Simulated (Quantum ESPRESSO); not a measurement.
**BN under changes of volume**

One of the cells (5.969 Å³/atom); the others are scaled copies at fixed shape and fractional positions:

```
N B
1.0
     2.55394    0.00000    0.00000
    -1.27697    2.21178    0.00000
     0.00000    0.00000    4.22685
N B
2 2
Direct
  0.33333 0.66667 0.12528
  0.66667 0.33333 0.62528
  0.33333 0.66667 0.49972
  0.66667 0.33333 0.99972
```

Measurements of this composition are mostly on another form, of space group No. 194.

```yaml
Program: Quantum ESPRESSO 7.5
Functional: r2SCAN
Potentials_or_basis: SG15 PBE 1.2
Cutoff: 1197 eV
Density_cutoff: 4789 eV
k_mesh: 9 × 9 × 4
Occupations: fermi-dirac, width 0.05 eV
Spin: no spin polarisation
```

```csv
volume (Å³/atom),energy over the lowest point (meV/atom),pressure (GPa),gap on the mesh (eV)
5.611,16.50,20.2,5.71
5.730,?,?,?
5.850,0.00,2.5,5.76
5.969,1.02,-5.2,5.78
6.088,7.49,-12.1,5.80
6.208,18.92,-18.5,5.82
6.327,34.85,-24.2,5.84
```

Question: What does the run at 5.730 Å³/atom give?

Answer: Energy over the lowest point 4.96 meV/atom; pressure 10.9 GPa; gap on the mesh 5.73 eV.

Worked out: A Birch-Murnaghan fit of order 3 (a polynomial in V^(-2/3)) to the other rows has its minimum at 5.89 Å³/atom with B0 = V·E''(V) = 384 GPa and B' = 3.6 at fixed shape and positions, which overstates the stiffness. It gives 4.99 meV/atom at 5.730 Å³/atom, against the run's 4.96, and -dE/dV = 11.0 GPa, against 10.9. A straight line through the other rows of the gap, of slope 1.07 eV per unit of ln V, gives 5.73 eV, against the run's 5.73.

Energies are extrapolated to zero smearing.

Caveats: the potentials were made for another functional, which shifts forces and pressure; an odd mesh through Γ misses points on the zone boundary, where band edges often lie.
